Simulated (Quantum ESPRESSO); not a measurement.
Crystal: Si2Ni.

```
CELL_PARAMETERS angstrom
0.00000 2.70300 2.70300
2.70300 0.00000 2.70300
2.70300 2.70300 0.00000
ATOMIC_POSITIONS crystal
Ni 0.00000 0.00000 0.00000
Si 0.75000 0.75000 0.75000
Si 0.25000 0.25000 0.25000
```

```yaml
Program: Quantum ESPRESSO 7.5
Task: single point
Functional: PBEsol
Potentials_or_basis: GBRV 1.5 PBEsol
Cutoff: 612 eV
Density_cutoff: 4898 eV
k_mesh: 9 × 9 × 9
Occupations: fermi-dirac, width 0.05 eV
Spin: collinear spin, ferromagnetic start
Starting_moments: "[1.0, 0.0, 0.0] μB"
```

On this cell: pressure -0.8 GPa; largest force zero by symmetry; net moment 0.00 μB per cell; band gap on the k mesh none (metal or under the smearing width).

The same run follows on a disturbed copy (atoms moved at random, drawn with an rms of 0.05 Å):

```
Ni Si
1.0
     0.00000    2.70300    2.70300
     2.70300    0.00000    2.70300
     2.70300    2.70300    0.00000
Ni Si
1 2
Direct
  0.00493 0.00989 0.99540
  0.75332 0.75088 0.76642
  0.24470 0.25296 0.25518
```

Question: What changes?

Answer: The energy (extrapolated to zero smearing) moves by +7.2 meV/atom; pressure -0.6 GPa; largest force 0.457 eV/Å; net moment 0.00 μB per cell; band gap on the k mesh none (metal or under the smearing width).

Forces on the atoms (eV/Å):
```
Ni   0.172  0.242 -0.340
Si  -0.208 -0.403  0.061
Si   0.036  0.160  0.280
```

Stress tensor (GPa, compression positive):
```
-0.60  0.67  1.46
 0.67 -0.53  0.60
 1.46  0.60 -0.68
```
